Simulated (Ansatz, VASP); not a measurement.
Two plane-wave programs on BAs

```
B As
1.0
     0.00000    2.38394    2.38394
     2.38394    0.00000    2.38394
     2.38394    2.38394    0.00000
B As
1 1
Direct
  0.00000 0.00000 0.00000
  0.25000 0.25000 0.25000
```

Alike in both runs: functional PBEsol; k mesh 10 × 10 × 10; occupations gaussian, width 0.02 eV; no spin polarisation.

Ansatz relaxed the structure, and its values are those at the end. VASP's run is a single point on that final structure, the one shown.

```csv
,VASP,Ansatz
version,VASP 6.6.1,Ansatz 0.2.0
potentials or method,"VASP PAW PBE potentials, release 64 (B, As)","scalar-relativistic, plane waves, PAW"
plane-wave cutoff (eV),520,420
valence electrons in the cell,8,18
```

Ansatz gave:

- gap on the k mesh at the Fermi level (eV): 1.08
- least direct gap on the mesh (eV): 3.25
- pressure (GPa): 0.0

Task: What did VASP give for the same quantities?

Result: gap on the k mesh at the Fermi level (eV): 1.07; least direct gap on the mesh (eV): 3.25; pressure (GPa): 0.9.

The two sets of potentials don't hold the same shells in valence.

Caveats: the PAW data sets were made with another functional, which shifts forces and pressure a little (VASP). A k mesh can miss the band edges. Expect the measured gap to be larger: semilocal functionals such as PBEsol lack the derivative discontinuity.
